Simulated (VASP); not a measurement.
# Ba (P6/mmm) in VASP: notebook

One crystal, Ba, is run at these levels: PBE; tasks: single point.

Program: VASP 6.6.1. These are calculated values, not measurements. Logs are shortened: lines on timing, memory, paths and dates and some standing lists are left out, and cuts for length are marked.

## 1. The structure

The structure is hexagonal, space group P6/mmm (No. 191). The conventional cell has a = 4.312 Å, b = 4.312 Å, c = 3.913 Å, α = 90.00°, β = 90.00°, γ = 120.00°. Around Ba (site symmetry 6/mmm) lie 8 Ba at 3.91 to 4.31 Å.

This isn't the form of Ba at room conditions, which is bcc.

## 2. Single point, PBE

INCAR

```
SYSTEM = Ba
PREC = Accurate
ENCUT = 520
EDIFF = 1E-6
ISMEAR = 0
SIGMA = 0.15
LREAL = .False.
LASPH = .True.
NELM = 80
ALGO = Fast
ISIF = 2
LWAVE = .False.
LCHARG = .False.
GGA = PE
NBANDS = 11
```

KPOINTS

```
Automatic mesh
0
Gamma
  15 15 14
  0 0 0
```

POSCAR

```
Ba
1.0
    4.3116136979      0.0000000000      0.0000000000
   -2.1558068490      3.7339669937      0.0000000000
    0.0000000000      0.0000000000      3.9134133000
Ba
1
Direct
    0.0000000000      0.0000000000      0.0000000000
```

Potentials or basis: VASP PAW PBE potentials, release 64 (Ba_sv).

The run is started by

```
$ cat potpaw_PBE.64/Ba_sv/POTCAR > POTCAR
$ mpirun -np 1 vasp_std > vasp.out
```

OUTCAR:

```text
SYSTEM = Ba
   PREC = Accurate
   ENCUT = 520
   EDIFF = 1E-6
   ISMEAR = 0
   LREAL = .False.
   LASPH = .True.
   NELM = 80
   ISIF = 2
   GGA = PE

 ion  position               nearest neighbor table
   1  0.000  0.000  0.000-

  LATTYP: Found a hexagonal cell.
 ALAT       =     4.3116136979
 C/A-ratio  =     0.9076446950

  Lattice vectors:

 A1 = (   4.3116136979,   0.0000000000,   0.0000000000)
 A2 = (  -2.1558068490,   3.7339669937,   0.0000000000)
 A3 = (   0.0000000000,   0.0000000000,   3.9134133000)

Analysis of symmetry for initial positions (statically):
=====================================================================
 Subroutine PRICEL returns:
 Original cell was already a primitive cell.

 Routine SETGRP: Setting up the symmetry group for a
 hexagonal supercell.

 Subroutine GETGRP returns: Found 24 space group operations
 (whereof 24 operations were pure point group operations)
 out of a pool of 24 trial point group operations.

The static configuration has the point symmetry D_6h.

Analysis of symmetry for dynamics (positions and initial velocities):
=====================================================================
 Subroutine PRICEL returns:
 Original cell was already a primitive cell.

 Routine SETGRP: Setting up the symmetry group for a
 hexagonal supercell.

 Subroutine GETGRP returns: Found 24 space group operations
 (whereof 24 operations were pure point group operations)
 out of a pool of 24 trial point group operations.

The dynamic configuration has the point symmetry D_6h.

 Subroutine INISYM returns: Found 24 space group operations
 (whereof 24 operations are pure point group operations),
 and found     1 'primitive' translations

----------------------------------------------------------------------------------------

                                     Primitive cell

  volume of cell :      63.0037

  direct lattice vectors                    reciprocal lattice vectors
     4.311613698  0.000000000  0.000000000     0.231931724  0.133905844  0.000000000
    -2.155806849  3.733966994  0.000000000     0.000000000  0.267811687  0.000000000
     0.000000000  0.000000000  3.913413300     0.000000000  0.000000000  0.255531405

  length of vectors
     4.311613698  4.311613698  3.913413300     0.267811687  0.267811687  0.255531405

  position of ions in fractional coordinates (direct lattice)
     0.000000000  0.000000000  0.000000000

  ion indices of the primitive-cell ions
[... 75 lines left out ...]
   LREAL  =      F    real-space projection
   EDIFFG = 0.1E-04   stopping-criterion for IOM
   NSW    =      0    number of steps for IOM
   IBRION =     -1    ionic relax: 0-MD 1-quasi-New 2-CG
   NFREE  =      0    steps in history (QN), initial steepest desc. (CG)
   ISIF   =      2    stress and relaxation
   ISYM   =      2    0-nonsym 1-usesym 2-fastsym
   POTIM  = 0.5000    time-step for ionic-motion
   TEBEG  =    0.0;   TEEND  =   0.0 temperature during run
   PSTRESS=    0.0 pullay stress
   NELECT =      10.0000    total number of electrons
   NUPDOWN=      -1.0000    fix difference up-down
   EMIN   =  10.00;   EMAX   =-10.00  energy-range for DOS
   EFERMI =   0.00;   METHOD = LEGACY
   ISMEAR =     0;   SIGMA  =   0.15  broadening in eV -4-tet -1-fermi 0-gaus
   EFERMI_NEDOS =   21; number of points for ismear=-14 and -15
   IALGO  =     68    algorithm
   IMIX   =      4    mixing-type and parameters
     AMIX     =   0.40;   BMIX     =  1.00
     AMIX_MAG =   1.60;   BMIX_MAG =  1.00
  volume/ion in A,a.u.               =      63.00       425.17
  Fermi-wavevector in a.u.,A,eV,Ry     =   0.886379  1.675014 10.689660  0.785668
  Thomas-Fermi vector in A             =   2.007537
   LORBIT       =      0    0 simple, 1 ext, 2 COOP (PROOUT), +10 PAW based schemes
   GGA     = PE    functional components
   LHFCALC =     F    Hartree Fock is set to
   AEXX    =    0.0000 exact exchange contribution
   IVDW    =     0    specifies the selected vdW correction
   LEPSILON=     F    determine dielectric tensor
   LRPA    =     F    only Hartree local field effects (RPA)
 non-spin polarized calculation
 RMM-DIIS sequential band-by-band and
 Gauss-broadening in eV      SIGMA  =   0.15
  energy-cutoff  :      520.00
  volume of cell :       63.00
 maximum number of plane-waves:      1715
   NGX = 17   NGY = 17   NGZ = 15

 number of electron      10.0000001 magnetization

 Free energy of the ion-electron system (eV)
  ---------------------------------------------------
  ext. energy  EPLUGINS =         0.00000000
  ---------------------------------------------------
  free energy    TOTEN  =        -1.73359425 eV

  energy without entropy =       -1.72277564  energy(sigma->0) =       -1.72818495

 E-fermi :   1.6891     XC(G=0):  -7.3997

 val. band max:        1.6787988306   @ k =   0.3333   0.2667   0.2857
 cond. band min:       1.6937756895   @ k =   0.4000   0.1333   0.2857
 fundamental gap:      0.0149768589
 Fermi energy:         1.6891172075

 k-point     1 :       0.0000    0.0000    0.0000
  band No.  band energies     occupation
      1     -27.4549      2.00000
      2     -12.3847      2.00000
      3     -12.3847      2.00000
      4     -12.2820      2.00000
      5      -1.0426      2.00000
      6       1.7718      0.43565
      7       3.3421      0.00000
      8       3.3421      0.00000
      9       6.4972      0.00000
     10       6.4972      0.00000
     11       7.7032      0.00000
[... 309 lines left out ...]
 k-point    24 :       0.4000    0.2000    0.0000
  band No.  band energies     occupation
      1     -27.4099      2.00000
      2     -12.8145      2.00000
      3     -12.6078      2.00000
      4     -12.2260      2.00000
      5       1.2968      1.99978
      6       2.1104      0.00007
      7       2.3429      0.00000
      8       4.7784      0.00000
      9       5.5574      0.00000
     10       6.3326      0.00000
     11       6.6083      0.00000

 [... further k-points ...]
[... 5 lines left out ...]
  --------------------------------------------------------------------------------------
  -------------------------------------------------------------------------------------
  Total       -0.1022960     -0.1022960      0.1839738      0.0000000      0.0000000      0.0000000
  in kB       -2.6013772     -2.6013772      4.6784333      0.0000000      0.0000000      0.0000000
  external PRESSURE =      -0.1747737 kB  Pullay stress =       0.0000000 kB

 VOLUME and BASIS-vectors are now :
 -----------------------------------------------------------------------------
  energy-cutoff  :      520.00
  volume of cell :       63.00
      direct lattice vectors                 reciprocal lattice vectors
     4.311613698  0.000000000  0.000000000     0.231931724  0.133905844  0.000000000
    -2.155806849  3.733966994  0.000000000     0.000000000  0.267811687  0.000000000
     0.000000000  0.000000000  3.913413300     0.000000000  0.000000000  0.255531405

 POSITION                                       TOTAL-FORCE (eV/Angst)
 -----------------------------------------------------------------------------------
      0.00000      0.00000      0.00000         0.000000      0.000000      0.000000
 -----------------------------------------------------------------------------------
    total drift:                               -0.000000     -0.000000     -0.000000

  FREE ENERGIE OF THE ION-ELECTRON SYSTEM (eV)
  ---------------------------------------------------
  free  energy   TOTEN  =        -1.7335942517 eV

  energy  without entropy=       -1.7227756396  energy(sigma->0) =       -1.72818495
```

OSZICAR:

```text
N       E                     dE             d eps       ncg     rms          rms(c)
DAV:   1     0.553237099471E+02    0.55324E+02   -0.42097E+03  4752   0.746E+02
DAV:   2     0.101412033552E+01   -0.54310E+02   -0.52808E+02  5751   0.138E+02
DAV:   3    -0.164946387104E+01   -0.26636E+01   -0.26482E+01  6044   0.315E+01
DAV:   4    -0.173000229672E+01   -0.80538E-01   -0.80399E-01  6099   0.507E+00
DAV:   5    -0.173257776452E+01   -0.25755E-02   -0.25753E-02  6483   0.725E-01    0.175E+00
RMM:   6    -0.173217397254E+01    0.40379E-03   -0.39114E-03  5119   0.612E-01    0.105E+00
RMM:   7    -0.173309014624E+01   -0.91617E-03   -0.11536E-02  5831   0.113E+00    0.655E-02
RMM:   8    -0.173354706238E+01   -0.45692E-03   -0.22891E-03  6479   0.282E-01    0.256E-02
RMM:   9    -0.173358705570E+01   -0.39993E-04   -0.30053E-04  7113   0.868E-02    0.118E-02
RMM:  10    -0.173359267454E+01   -0.56188E-05   -0.46503E-05  7044   0.428E-02    0.927E-03
RMM:  11    -0.173359402748E+01   -0.13529E-05   -0.13047E-05  6825   0.161E-02    0.492E-03
RMM:  12    -0.173359425169E+01   -0.22421E-06   -0.29856E-06  5410   0.143E-02
   1 F= -.17335943E+01 E0= -.17281849E+01  d E =-.108186E-01
```

Wall time 78 s (1 thread of Intel Xeon Platinum 8488C (Sapphire Rapids), shared host); peak memory 0.28 GiB.

Results:

```
Free energy            : -1.7336 eV
Pressure               : 0.0 GPa
Band gap on the k mesh : none (metal or under the smearing width)
```

Stress tensor (GPa, compression positive):
```
-0.26  0.00  0.00
 0.00 -0.26  0.00
 0.00  0.00  0.47
```

## 3. Single point, PBE

INCAR

```
PREC     = Accurate       # precision mode
ENCUT    = 520            # plane-wave cutoff, eV
EDIFF    = 1E-7           # SCF threshold, eV
ISMEAR   = 0              # smearing method
SIGMA    = 0.15           # smearing width, eV
LREAL    = F              # projectors in reciprocal space
LASPH    = T              # aspherical terms in the spheres
NELM     = 60             # most SCF steps
ALGO     = Fast           # electronic algorithm
ISIF     = 2              # what is computed and relaxed
LWAVE    = F              # write WAVECAR
LCHARG   = F              # write CHGCAR
GGA      = PE             # functional
NBANDS   = 11             # bands
```

KPOINTS

```
regular mesh
0
Gamma
  15 15 12
```

POSCAR is that of step 2.

Potentials or basis: VASP PAW PBE potentials, release 64 (Ba_sv).

The run is started by

```
$ cat potpaw_PBE.64/Ba_sv/POTCAR > POTCAR
$ mpirun -np 1 vasp_std > vasp.out
```

OUTCAR:

```text
PREC = Accurate
   ENCUT = 520
   EDIFF = 1E-7
   ISMEAR = 0
   LREAL = F
   LASPH = T
   NELM = 60
   ISIF = 2
   GGA = PE

 ion  position               nearest neighbor table
   1  0.000  0.000  0.000-

  LATTYP: Found a hexagonal cell.
 ALAT       =     4.3116136979
 C/A-ratio  =     0.9076446950

  Lattice vectors:

 A1 = (   4.3116136979,   0.0000000000,   0.0000000000)
 A2 = (  -2.1558068490,   3.7339669937,   0.0000000000)
 A3 = (   0.0000000000,   0.0000000000,   3.9134133000)
[... 507 lines left out ...]
      2     -12.8152      2.00000
      3     -12.6086      2.00000
      4     -12.2265      2.00000
      5       1.2968      1.99974
      6       2.1105      0.00006
      7       2.3428      0.00000
      8       4.7781      0.00000
      9       5.5570      0.00000
     10       6.3324      0.00000
     11       6.6079      0.00000

 [... further k-points ...]
[... 5 lines left out ...]
  --------------------------------------------------------------------------------------
  -------------------------------------------------------------------------------------
  Total       -0.0986389     -0.0986389      0.1887609      0.0000000      0.0000000      0.0000000
  in kB       -2.5083758     -2.5083758      4.8001708      0.0000000      0.0000000      0.0000000
  external PRESSURE =      -0.0721936 kB  Pullay stress =       0.0000000 kB

 VOLUME and BASIS-vectors are now :
 -----------------------------------------------------------------------------
  energy-cutoff  :      520.00
  volume of cell :       63.00
      direct lattice vectors                 reciprocal lattice vectors
     4.311613698  0.000000000  0.000000000     0.231931724  0.133905844  0.000000000
    -2.155806849  3.733966994  0.000000000     0.000000000  0.267811687  0.000000000
     0.000000000  0.000000000  3.913413300     0.000000000  0.000000000  0.255531405

 POSITION                                       TOTAL-FORCE (eV/Angst)
 -----------------------------------------------------------------------------------
      0.00000      0.00000      0.00000         0.000000      0.000000      0.000000
 -----------------------------------------------------------------------------------
    total drift:                                0.000000      0.000000     -0.000000

  FREE ENERGIE OF THE ION-ELECTRON SYSTEM (eV)
  ---------------------------------------------------
  free  energy   TOTEN  =        -1.7333271859 eV

  energy  without entropy=       -1.7220299653  energy(sigma->0) =       -1.72767858
```

stdout:

```text
POSCAR found type information on POSCAR Ba
 POSCAR found :  1 types and       1 ions
 scaLAPACK will be used
 LDA part: xc-table for (Slater+PW92), standard interpolation
 POSCAR, INCAR and KPOINTS ok, starting setup
 FFT: planning ... GRIDC
 FFT: planning ... GRID_SOFT
 FFT: planning ... GRID
 WAVECAR not read
 entering main loop
WARNING in EDDRMM: call to ZHEGV failed, returncode =   8  4      7
WARNING in EDDRMM: call to ZHEGV failed, returncode =   6  3      7
WARNING in EDDRMM: call to ZHEGV failed, returncode =   6  3      8
```

Wall time 1.8 min (1 thread of Intel Xeon Platinum 8488C (Sapphire Rapids), shared host); peak memory 0.26 GiB.

What came out:

| Item | Value |
| --- | --- |
| Free energy | -1.7333 eV |
| Pressure | 0.0 GPa |
| Band gap on the k mesh | none (metal or under the smearing width) |

Stress tensor (GPa, compression positive):
```
-0.25  0.00  0.00
 0.00 -0.25  0.00
 0.00  0.00  0.48
```

Levels at points of the mesh, in eV from the Fermi level:
```
           k point  band 2  band 3  band 4  band 5  band 6  band 7  band 8  band 9
(0.00, 0.00, 0.00)  -14.07  -14.07  -13.97   -2.73    0.09    1.66    1.66    4.81
(0.00, 0.00, 0.50)  -14.72  -14.00  -14.00   -0.81    0.68    2.25    2.25    2.55
```

Spin-orbit coupling is left out, which matters for the levels of Ba.
